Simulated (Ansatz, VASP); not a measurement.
**As: VASP beside Ansatz**

```xyz
1
Lattice="0.0000 2.0856 2.0856 2.0856 0.0000 2.0856 2.0856 2.0856 0.0000" Properties=species:S:1:pos:R:3 pbc="T T T"
As    0.0000    0.0000    0.0000
```

Alike in both runs: functional LDA; k mesh 17 × 17 × 17; occupations fermi-dirac, width 0.1 eV; no spin polarisation.

Ansatz relaxed the structure, and its values are those at the end. VASP's run is a single point on that final structure, the one shown.

|  | VASP | Ansatz |
| --- | --- | --- |
| version | VASP 6.6.1 | Ansatz 0.2.0 |
| potentials or method | VASP PAW LDA potentials, release 64 (As) | PAW with Ansatz's default frozen-core files, scalar-relativistic |
| plane-wave cutoff (eV) | 520 | 420 |
| valence electrons in the cell | 5 | 15 |

Ansatz gave:

* pressure (GPa): 0.0

Problem. Which values does VASP return?

Solution. Pressure (GPa): 0.3.

The two sets of potentials don't hold the same shells in valence.
